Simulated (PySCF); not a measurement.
C₅H₁₂N (charge +1).
Bonds: C1–C2, C2–C3, C3–N4, N4–C5, C5–C6, C1–C6. Hydrogens: H7, H8 on C1; H9, H10 on C2; H11, H12 on C3; H13, H14 on N4; H15, H16 on C5; H17, H18 on C6.

The same species was optimised twice, with GFN2-xTB and with PBE0-D3(BJ)/def2-SVP (PySCF), and the same property calculations (PySCF, gas phase) were run on both structures.

```csv
coordinate,GFN2-xTB,PBE0-D3(BJ)/def2-SVP,change
C3–N4 (Å),1.489,1.503,+0.014
N4–C5 (Å),1.489,1.503,+0.014
C2–C3 (Å),1.522,1.516,-0.006
C5–C6 (Å),1.522,1.516,-0.006
C1–C6 (Å),1.526,1.525,-0.001
C1–C2 (Å),1.526,1.525,-0.001
C3–N4–C5 (°),111.7,113.2,+1.5
C1–C2–C3 (°),110.3,111.7,+1.4
C1–C6–C5 (°),110.2,111.6,+1.4
C2–C3–N4 (°),109.2,110.0,+0.8
C2–C1–C6 (°),110.1,110.9,+0.8
N4–C5–C6 (°),109.3,110.0,+0.7
```

Rotational constants: A = 4444, B = 4320, C = 2520 MHz (GFN2-xTB) against A = 4380, B = 4283, C = 2473 MHz (PBE0-D3(BJ)/def2-SVP). Point groups within 0.08 Å: Cs and Cs. Atoms that the bonding makes alike are paired by their places after alignment.

On the GFN2-xTB structure: lowest singlet, TDDFT (eV) 8.07 [B3LYP/def2-SVPD]; isotropic polarisability (au) 60.0 [B3LYP/def2-SVPD]; HOMO (eV) -13.62 [B3LYP/def2-SVPD]; LUMO (eV) -4.70 [B3LYP/def2-SVPD]; HOMO (eV) -13.87 [PBE0/pcSseg-1]; LUMO (eV) -4.21 [PBE0/pcSseg-1]; GIAO shielding of C1 (ppm) 161.2 [PBE0/pcSseg-1]; GIAO shielding of C2/C6 (mean) (ppm) 158.6 [PBE0/pcSseg-1]; GIAO shielding of C3/C5 (mean) (ppm) 134.8 [PBE0/pcSseg-1]; GIAO shielding of N4 (ppm) 193.6 [PBE0/pcSseg-1].

What do these properties become on the PBE0-D3(BJ)/def2-SVP structure?

| property | level | on GFN2-xTB | on PBE0-D3(BJ)/def2-SVP | change |
| --- | --- | --- | --- | --- |
| lowest singlet, TDDFT (eV) | B3LYP/def2-SVPD | 8.07 | 8.06 | -0.01 |
| isotropic polarisability (au) | B3LYP/def2-SVPD | 60.0 | 61.0 | +1.0 |
| HOMO (eV) | B3LYP/def2-SVPD | -13.62 | -13.58 | +0.04 |
| LUMO (eV) | B3LYP/def2-SVPD | -4.70 | -4.73 | -0.03 |
| energy, GFN2-xTB geometry as zero (kcal/mol) | B3LYP/def2-SVPD | 0.0 | -1.5 | -1.5 |
| HOMO (eV) | PBE0/pcSseg-1 | -13.87 | -13.80 | +0.07 |
| LUMO (eV) | PBE0/pcSseg-1 | -4.21 | -4.24 | -0.03 |
| energy, GFN2-xTB geometry as zero (kcal/mol) | PBE0/pcSseg-1 | 0.0 | -1.2 | -1.2 |
| GIAO shielding of C1 (ppm) | PBE0/pcSseg-1 | 161.2 | 162.1 | +0.9 |
| GIAO shielding of C2/C6 (mean) (ppm) | PBE0/pcSseg-1 | 158.6 | 159.7 | +1.1 |
| GIAO shielding of C3/C5 (mean) (ppm) | PBE0/pcSseg-1 | 134.8 | 133.5 | -1.3 |
| GIAO shielding of N4 (ppm) | PBE0/pcSseg-1 | 193.6 | 194.1 | +0.5 |

The heavy atoms differ by 0.021 Å rms after alignment (one structure mirrored). Among bonds between heavy atoms C3–N4 and N4–C5 change most and about equally (+0.014 Å). Changes are differences of the printed values. Neither structure is proved a minimum here. One conformer (not necessarily the lowest) at the PBE0-D3(BJ)/def2-SVP geometry, without solvent, vibrations or thermal averaging.
